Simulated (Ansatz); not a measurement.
**SiO₂: a line through an energy map**

One line of a two-coordinate grid on SiO₂ (P4_2/mnm, No. 136; 6 atoms in the cell): volume per atom is varied, at c/a of the conventional cell = 0.674.

Program: Ansatz 0.2.0. Level of theory: DFT PBE, scalar-relativistic, plane waves, PAW. These are calculated values, not measurements.

42 further runs of the same task are left out: 42 set aside as unsound or not needed. Runs told in other sessions of the task aren't counted.

## 1. The structure to begin with

The structure is tetragonal, space group P4_2/mnm (No. 136). Conventional cell: a = 4.236 Å, b = 4.236 Å, c = 2.690 Å, α = 90.00°, β = 90.00°, γ = 90.00°. Si (site symmetry mmm) has 6 O at 1.77 to 1.84 Å in its first shell of neighbours. O (site symmetry m2m) has 3 Si at 1.77 to 1.84 Å in its first shell of neighbours.

Coordinates:

```xyz
6
Lattice="4.2359 0.0000 0.0000 0.0000 4.2359 0.0000 0.0000 0.0000 2.6898" Properties=species:S:1:pos:R:3 pbc="T T T"
Si    2.1179    2.1179    1.3449
Si    0.0000    0.0000    0.0000
O     2.9355    2.9355    0.0000
O     0.8176    3.4183    1.3449
O     1.3004    1.3004    0.0000
O     3.4183    0.8176    1.3449
```

It goes back to an entry of the Materials Project, which need not be the stable form.

It is the result of an earlier relaxation at this level (volume 8.04 Å³/atom; gap on the mesh: 5.05 eV).

## 2. The scan

The energy is mapped over volume and the cell's shape.

- volume per atom: 9 values from 6.757 to 9.331 Å³
- c/a of the conventional cell: 9 values from 0.563 to 0.716

Nothing else is relaxed (fractional coordinates fixed). Energies count from the relaxed crystal. Points are written as (first, second).

## 3. The run at (6.757 Å³, 0.674)

input.yaml reads:

```yaml
crystal:
  lattice:
    - [3.917187907, 0.0, 0.0]
    - [0.0, 3.917187907, 0.0]
    - [0.0, 0.0, 2.6421432433]
  atoms:
    - { symbol: Si, position: [0.5, 0.5, 0.5] }
    - { symbol: Si, position: [0.0, 0.0, 0.0] }
    - { symbol: O, position: [0.6930127928, 0.6930127928, 0.0] }
    - { symbol: O, position: [0.1930127928, 0.8069872072, 0.5] }
    - { symbol: O, position: [0.3069872072, 0.3069872072, 0.0] }
    - { symbol: O, position: [0.8069872072, 0.1930127928, 0.5] }
basis:
  ecutwfc: 520.0
kpoints:
  mp_grid: { grid: [6, 6, 10] }
hamiltonian:
  xc: pbe
  pseudopotentials: { kind: paw, azcp: { folder: soft_1 } }
scf:
  occupations: { method: gaussian, width: 0.05 }
output:
  forces: true
  stress: true
  eigenvalues: true
```

Command:

```console
$ ansatz run input.yaml --threads 2 --pin off --max-ram 4096MiB --backend cpu --events-out ev --progress --plain --runs-dir out
```

What it wrote, cut to the lines that bear on the results:

```text
Warning: RAYON_NUM_THREADS=2 ignored (pool sized by the plan → 2); use --threads N
[...]
Pseudopotentials: kind: paw
Pseudopotential: Si, paw, valence charge 4, recommended cutoff 420 eV (normal), <dir>
Pseudopotential: O, paw, valence charge 6, recommended cutoff 420 eV (normal), <dir>
Functional definition: PBE
[...]
Crystal: 6 atoms, lattice volume = 40.542 Å³
Basis set: ecut = 520 eV, 1089 PW (Γ), exchange–correlation on 60×60×40 points (8 copies of the dense FFT grid, shifted against one another)
Bands: 22, of which v1, the nominal top of the filled ones, is band 16 counted from 1 (15 counted from 0)
Symmetry: 16 space group operations
Space group: P42/mnm (ITA 136), of the structure as read, at distance tolerance 3.4e-5 Å
k-points: 60 of 360
[...]
SCF iter   1: F=—  HF=-3548.323943 eV  |F-HF|=—  |Δ(HF+E_count)|=         —  Δρ=1.81e-1  dr2=9.82e0  ethr=3.10e-3  ⟨swp⟩=6.2  Hψ=7264  notcnv=0
[...]
SCF iter   7: F=-3545.480136 eV  HF=-3545.480136 eV  |F-HF|=1.40e-9  |Δ(HF+E_count)|=   1.40e-8  Δρ=2.71e-6  dr2=9.20e-10  ethr=3.13e-10  ⟨swp⟩=9.3  Hψ=6631  notcnv=0
[...]
SCF converged after 7 iterations
Free energy (F): -3545.480136 eV
[...]
E sigma→0 (E₀):  -3545.480136 eV
Fermi energy:    16.136442 eV
[...]
--- Forces (eV/Å), atoms counted from 1 ---
  atom   1  Si     0.00000000    -0.00000000     0.00000000
  atom   2  Si     0.00000000     0.00000000     0.00000000
  atom   3  O      1.00416338     1.00416338     0.00000000
  atom   4  O      1.00416338    -1.00416338     0.00000000
  atom   5  O     -1.00416338    -1.00416338     0.00000000
  atom   6  O     -1.00416338     1.00416338     0.00000000
[...]
--- Stress (GPa, compression-positive) ---
       78.383810       0.000000       0.000000
        0.000000      78.383810       0.000000
        0.000000       0.000000      57.992148
  P = ⅓ Tr σ = 71.5866 GPa (715.866 kbar)
--- Band table (eV; the first three rows and the last of 60) ---
  k-point 0: bands = ["-11.0924", "-6.5439", "-6.5439", "-6.2236", "1.3226", "5.5283", "6.1210", "6.1210", "6.2715", "7.1905", "9.1448", "9.1448", "10.0648", "12.1022", "12.1022", "12.9517", "19.3212", "20.9358", "21.8688", "21.8688", "24.9751"]
[...]
```

It took 3.9 s on 2 threads of Arm Neoverse N1, shared host; peak memory 0.33 GiB.

On the map this point reads 263 meV/atom.

## 4. The run at (7.078 Å³, 0.674)

input.yaml: that of step 3 with these lines changed.

```diff
@@ -2,5 +2,5 @@
   lattice:
-    - [3.917187907, 0.0, 0.0]
-    - [0.0, 3.917187907, 0.0]
-    - [0.0, 0.0, 2.6421432433]
+    - [3.9782611155, 0.0, 0.0]
+    - [0.0, 3.9782611155, 0.0]
+    - [0.0, 0.0, 2.6833371224]
   atoms:
@@ -25 +25,5 @@
   eigenvalues: true
+  write_density: true
+  write_potential: true
+  elf: true
+  volumetric_format: npy
```

Command:

```console
$ ansatz run input.yaml --threads 2 --pin off --max-ram 4096MiB --backend cpu --events-out ev --progress --plain --runs-dir out
```

What it wrote, cut to the lines that bear on the results:

```text
[...]
SCF converged after 7 iterations
Free energy (F): -3546.187572 eV
[...]
E sigma→0 (E₀):  -3546.187572 eV
Fermi energy:    15.248906 eV
[...]
--- Forces (eV/Å), atoms counted from 1 ---
  atom   1  Si    -0.00000000    -0.00000000     0.00000000
  atom   2  Si    -0.00000000     0.00000000     0.00000000
  atom   3  O      0.78917702     0.78917702     0.00000000
  atom   4  O      0.78917702    -0.78917702     0.00000000
  atom   5  O     -0.78917702    -0.78917702     0.00000000
  atom   6  O     -0.78917702     0.78917702     0.00000000
[...]
--- Stress (GPa, compression-positive) ---
       54.307245       0.000000       0.000000
        0.000000      54.307245       0.000000
        0.000000       0.000000      32.341071
  P = ⅓ Tr σ = 46.9852 GPa (469.852 kbar)
--- Band table (eV; the first three rows and the last of 60) ---
  k-point 0: bands = ["-11.3775", "-7.1041", "-7.1041", "-6.7971", "0.7881", "5.1413", "5.5541", "5.5541", "5.6889", "6.6224", "8.4810", "8.4810", "9.2940", "11.2961", "11.2961", "12.1278", "18.3700", "19.2235", "20.6691", "20.6691", "23.9153", "23.9818"]
[...]
```

Wall time 5.3 s (2 threads of Arm Neoverse N1, shared host); peak memory 0.34 GiB.

Density in a lattice plane of the grid's cell (edges 3.98 and 3.98 Å, at 0.000 of the third edge), which holds Si and O.

Ten even steps from '0' (0.08 e/Å³) to '9' (8.59 e/Å³):
```
000000000000000000000000
000000000000000000000000
000000000000000112111000
000000000000012344421100
000000000000013678642100
000000000000024799853100
000000000000024689742100
000000000000012455431000
000000000000001122210000
000000000000000000000000
000001222110000000000000
000013455421000000000000
000124798642000000000000
000135899742000000000000
000124687631000000000000
000112444321000000000000
000011121100000000000000
000000000000000000000000
000000000000000000000000
000000000000000000000000
```
Columns run along the first of these edges and rows up along the second, over one cell in 24 and 20 even steps from the bottom left corner. Atoms in the plane (fractional): Si at (0.00, 0.00), O at (0.69, 0.69), O at (0.31, 0.31).

ELF in the same plane.

Ten even steps from '0' (0.03) to '9' (0.87):
```
211011100000012445554211
001111100000257888888631
111111000002589999999863
111111000014799998999974
211100000025899765789974
100000000025898532589974
100000000014788644689973
000000000012578878899862
000023443211247889998741
001467887642124678876410
014789998874211234432000
026899887887521000000000
137998644688741000000000
147998523589852000000000
247998756799852000000111
147999989999741000011111
136899999998520000011111
013688888875200000111110
211245554421000000111011
421111211000000011211112
```
Columns run along the first of these edges and rows up along the second, over one cell in 24 and 20 even steps from the bottom left corner. Atoms in the plane (fractional): Si at (0.00, 0.00), O at (0.69, 0.69), O at (0.31, 0.31).

Both are smooth fields of the valence electrons: close to the nuclei they are not physical.

Maxima of ELF outside the ion cores: 0.87 on the O–Si line, 0.6 Å from O; 0.84 beside O, off the lines to its neighbours, 0.6 Å from O.

On the map this point reads 145 meV/atom.

## 5. Point (7.400 Å³, 0.674)

input.yaml: that of step 4 with these lines changed.

```diff
@@ -2,5 +2,5 @@
   lattice:
-    - [3.9782611155, 0.0, 0.0]
-    - [0.0, 3.9782611155, 0.0]
-    - [0.0, 0.0, 2.6833371224]
+    - [4.037696506, 0.0, 0.0]
+    - [0.0, 4.037696506, 0.0]
+    - [0.0, 0.0, 2.7234262933]
   atoms:
@@ -25,5 +25 @@
   eigenvalues: true
-  write_density: true
-  write_potential: true
-  elf: true
-  volumetric_format: npy
```

Command:

```console
$ ansatz run input.yaml --threads 2 --pin off --max-ram 4096MiB --backend cpu --events-out ev --progress --plain --runs-dir out
```

What it wrote, cut to the lines that bear on the results:

```text
[...]
SCF converged after 7 iterations
Free energy (F): -3546.629589 eV
[...]
E sigma→0 (E₀):  -3546.629589 eV
Fermi energy:    14.420709 eV
[...]
--- Forces (eV/Å), atoms counted from 1 ---
  atom   1  Si     0.00000000    -0.00000000     0.00000000
  atom   2  Si     0.00000000     0.00000000     0.00000000
  atom   3  O      0.60136389     0.60136389     0.00000000
  atom   4  O      0.60136389    -0.60136389     0.00000000
  atom   5  O     -0.60136389    -0.60136389     0.00000000
  atom   6  O     -0.60136389     0.60136389     0.00000000
[...]
--- Stress (GPa, compression-positive) ---
       34.736537       0.000000       0.000000
        0.000000      34.736537       0.000000
        0.000000       0.000000      11.615385
  P = ⅓ Tr σ = 27.0295 GPa (270.295 kbar)
--- Band table (eV; the first three rows and the last of 60) ---
  k-point 0: bands = ["-11.6404", "-7.6209", "-7.6209", "-7.3279", "0.2994", "4.7813", "5.0335", "5.0335", "5.1543", "6.0975", "7.8691", "7.8691", "8.5868", "10.5551", "10.5551", "11.3686", "17.4729", "17.6348", "19.5556", "19.5556", "22.7923"]
[...]
```

Wall time 4.5 s (2 threads of Arm Neoverse N1, shared host); peak memory 0.34 GiB.

That is 71 meV/atom from the zero.

## 6. The run at (7.722 Å³, 0.674)

input.yaml: that of step 5 with these lines changed.

```diff
@@ -2,5 +2,5 @@
   lattice:
-    - [4.037696506, 0.0, 0.0]
-    - [0.0, 4.037696506, 0.0]
-    - [0.0, 0.0, 2.7234262933]
+    - [4.0954317975, 0.0, 0.0]
+    - [0.0, 4.0954317975, 0.0]
+    - [0.0, 0.0, 2.7623687474]
   atoms:
```

Command:

```console
$ ansatz run input.yaml --threads 2 --pin off --max-ram 4096MiB --backend cpu --events-out ev --progress --plain --runs-dir out
```

What it wrote, cut to the lines that bear on the results:

```text
Warning: RAYON_NUM_THREADS=2 ignored (pool sized by the plan → 2); use --threads N
[...]
[... 4 set-up lines as earlier in the session ...]
[...]
Crystal: 6 atoms, lattice volume = 46.332 Å³
Basis set: ecut = 520 eV, 1227 PW (Γ), exchange–correlation on 64×64×48 points (8 copies of the dense FFT grid, shifted against one another)
Bands: 22, of which v1, the nominal top of the filled ones, is band 16 counted from 1 (15 counted from 0)
[... 1 set-up line as earlier in the session ...]
Space group: P42/mnm (ITA 136), of the structure as read, at distance tolerance 3.6e-5 Å
k-points: 60 of 360
[...]
SCF iter   1: F=—  HF=-3549.128936 eV  |F-HF|=—  |Δ(HF+E_count)|=         —  Δρ=1.51e-1  dr2=8.48e0  ethr=3.10e-3  ⟨swp⟩=6.1  Hψ=7233  notcnv=0
[...]
SCF converged after 7 iterations
Free energy (F): -3546.854683 eV
[...]
E sigma→0 (E₀):  -3546.854683 eV
Fermi energy:    13.417710 eV
[...]
--- Forces (eV/Å), atoms counted from 1 ---
  atom   1  Si    -0.00000000     0.00000000     0.00000000
  atom   2  Si     0.00000000     0.00000000     0.00000000
  atom   3  O      0.43731847     0.43731847     0.00000000
  atom   4  O      0.43731847    -0.43731847     0.00000000
  atom   5  O     -0.43731847    -0.43731847     0.00000000
  atom   6  O     -0.43731847     0.43731847     0.00000000
[...]
--- Stress (GPa, compression-positive) ---
       18.849226       0.000000       0.000000
        0.000000      18.849226       0.000000
        0.000000       0.000000      -5.090165
  P = ⅓ Tr σ = 10.8694 GPa (108.694 kbar)
--- Band table (eV; the first three rows and the last of 60) ---
  k-point 0: bands = ["-11.8835", "-8.0983", "-8.0983", "-7.8194", "-0.1479", "4.4463", "4.5551", "4.5551", "4.6633", "5.6125", "7.3049", "7.3049", "7.9374", "9.8733", "9.8733", "10.6685", "16.1669", "16.6261", "18.5223", "18.5223", "21.6894"]
[...]
```

Run time: 4.6 s. Hardware: 2 threads of Arm Neoverse N1, shared host; peak memory 0.34 GiB.

Energy on the map's scale: 34 meV/atom.

## 7. Point (8.044 Å³, 0.674)

input.yaml: that of step 6 with these lines changed.

```diff
@@ -2,5 +2,5 @@
   lattice:
-    - [4.0954317975, 0.0, 0.0]
-    - [0.0, 4.0954317975, 0.0]
-    - [0.0, 0.0, 2.7623687474]
+    - [4.1515185303, 0.0, 0.0]
+    - [0.0, 4.1515185303, 0.0]
+    - [0.0, 0.0, 2.8001992487]
   atoms:
```

Command:

```console
$ ansatz run input.yaml --threads 2 --pin off --max-ram 4096MiB --backend cpu --events-out ev --progress --plain --runs-dir out
```

What it wrote, cut to the lines that bear on the results:

```text
[...]
SCF converged after 7 iterations
Free energy (F): -3546.904078 eV
[...]
E sigma→0 (E₀):  -3546.904078 eV
Fermi energy:    12.416343 eV
[...]
--- Forces (eV/Å), atoms counted from 1 ---
  atom   1  Si     0.00000000    -0.00000000     0.00000000
  atom   2  Si    -0.00000000     0.00000000     0.00000000
  atom   3  O      0.29385040     0.29385040     0.00000000
  atom   4  O      0.29385040    -0.29385040     0.00000000
  atom   5  O     -0.29385040    -0.29385040     0.00000000
  atom   6  O     -0.29385040     0.29385040     0.00000000
[...]
--- Stress (GPa, compression-positive) ---
        5.955416       0.000000       0.000000
        0.000000       5.955416       0.000000
        0.000000       0.000000     -18.536513
  P = ⅓ Tr σ = -2.2086 GPa (-22.086 kbar)
--- Band table (eV; the first three rows and the last of 60) ---
  k-point 0: bands = ["-12.1090", "-8.5406", "-8.5406", "-8.2755", "-0.5586", "4.1142", "4.1142", "4.1338", "4.2113", "5.1631", "6.7833", "6.7833", "7.3396", "9.2444", "9.2444", "10.0215", "14.8112", "15.8248", "17.5619", "17.5619", "20.6648"]
[...]
```

Run time: 5.3 s. Hardware: 2 threads of Arm Neoverse N1, shared host; peak memory 0.34 GiB.

On the map this point reads 25 meV/atom.

## 8. Point (8.365 Å³, 0.674)

input.yaml: that of step 7 with these lines changed.

```diff
@@ -2,5 +2,5 @@
   lattice:
-    - [4.1515185303, 0.0, 0.0]
-    - [0.0, 4.1515185303, 0.0]
-    - [0.0, 0.0, 2.8001992487]
+    - [4.2060885725, 0.0, 0.0]
+    - [0.0, 4.2060885725, 0.0]
+    - [0.0, 0.0, 2.8370067422]
   atoms:
```

Command:

```console
$ ansatz run input.yaml --threads 2 --pin off --max-ram 4096MiB --backend cpu --events-out ev --progress --plain --runs-dir out
```

What it wrote, cut to the lines that bear on the results:

```text
[...]
SCF converged after 7 iterations
Free energy (F): -3546.811566 eV
[...]
E sigma→0 (E₀):  -3546.811566 eV
Fermi energy:    11.488949 eV
[...]
--- Forces (eV/Å), atoms counted from 1 ---
  atom   1  Si    -0.00000000    -0.00000000     0.00000000
  atom   2  Si    -0.00000000     0.00000000     0.00000000
  atom   3  O      0.16802932     0.16802932     0.00000000
  atom   4  O      0.16802932    -0.16802932     0.00000000
  atom   5  O     -0.16802932    -0.16802932     0.00000000
  atom   6  O     -0.16802932     0.16802932     0.00000000
[...]
--- Stress (GPa, compression-positive) ---
       -4.513613       0.000000       0.000000
        0.000000      -4.513613       0.000000
        0.000000       0.000000     -29.346478
  P = ⅓ Tr σ = -12.7912 GPa (-127.912 kbar)
--- Band table (eV; the first three rows and the last of 60) ---
  k-point 0: bands = ["-12.3194", "-8.9519", "-8.9519", "-8.7005", "-0.9374", "3.7065", "3.7065", "3.7936", "3.8412", "4.7450", "6.2994", "6.2994", "6.7871", "8.6621", "8.6621", "9.4213", "13.5566", "15.0634", "16.6665", "16.6665", "19.7098"]
[...]
```

Run time: 5.4 s. Hardware: 2 threads of Arm Neoverse N1, shared host; peak memory 0.34 GiB.

That is 41 meV/atom from the zero.

## 9. The run at (8.687 Å³, 0.674)

input.yaml: that of step 8 with these lines changed.

```diff
@@ -2,5 +2,5 @@
   lattice:
-    - [4.2060885725, 0.0, 0.0]
-    - [0.0, 4.2060885725, 0.0]
-    - [0.0, 0.0, 2.8370067422]
+    - [4.2593798559, 0.0, 0.0]
+    - [0.0, 4.2593798559, 0.0]
+    - [0.0, 0.0, 2.8729517128]
   atoms:
```

Command:

```console
$ ansatz run input.yaml --threads 2 --pin off --max-ram 4096MiB --backend cpu --events-out ev --progress --plain --runs-dir out
```

What it wrote, cut to the lines that bear on the results:

```text
Warning: RAYON_NUM_THREADS=2 ignored (pool sized by the plan → 2); use --threads N
[...]
[... 4 set-up lines as earlier in the session ...]
[...]
Crystal: 6 atoms, lattice volume = 52.122 Å³
Basis set: ecut = 520 eV, 1411 PW (Γ), exchange–correlation on 64×64×48 points (8 copies of the dense FFT grid, shifted against one another)
Bands: 22, of which v1, the nominal top of the filled ones, is band 16 counted from 1 (15 counted from 0)
[... 1 set-up line as earlier in the session ...]
Space group: P42/mnm (ITA 136), of the structure as read, at distance tolerance 3.7e-5 Å
k-points: 60 of 360
[...]
SCF iter   1: F=—  HF=-3548.565017 eV  |F-HF|=—  |Δ(HF+E_count)|=         —  Δρ=1.30e-1  dr2=7.69e0  ethr=3.10e-3  ⟨swp⟩=6.1  Hψ=7045  notcnv=0  defer=1
[...]
SCF converged after 7 iterations
Free energy (F): -3546.603822 eV
[...]
E sigma→0 (E₀):  -3546.603822 eV
Fermi energy:    10.626080 eV
[...]
--- Forces (eV/Å), atoms counted from 1 ---
  atom   1  Si    -0.00000000     0.00000000     0.00000000
  atom   2  Si    -0.00000000    -0.00000000     0.00000000
  atom   3  O      0.05726495     0.05726495     0.00000000
  atom   4  O      0.05726495    -0.05726495     0.00000000
  atom   5  O     -0.05726495    -0.05726495     0.00000000
  atom   6  O     -0.05726495     0.05726495     0.00000000
[...]
--- Stress (GPa, compression-positive) ---
      -13.023309       0.000000       0.000000
        0.000000     -13.023309       0.000000
        0.000000       0.000000     -38.027001
  P = ⅓ Tr σ = -21.3579 GPa (-213.579 kbar)
--- Band table (eV; the first three rows and the last of 60) ---
  k-point 0: bands = ["-12.5171", "-9.3368", "-9.3368", "-9.0987", "-1.2889", "3.3271", "3.3271", "3.4053", "3.5658", "4.3541", "5.8479", "5.8479", "6.2737", "8.1199", "8.1199", "8.8614", "12.3908", "14.3367", "15.8277", "15.8277", "18.8152"]
[...]
```

It took 5.5 s on 2 threads of Arm Neoverse N1, shared host; peak memory 0.34 GiB.

On the map this point reads 75 meV/atom.

(Part 1 of 2 ends here.)
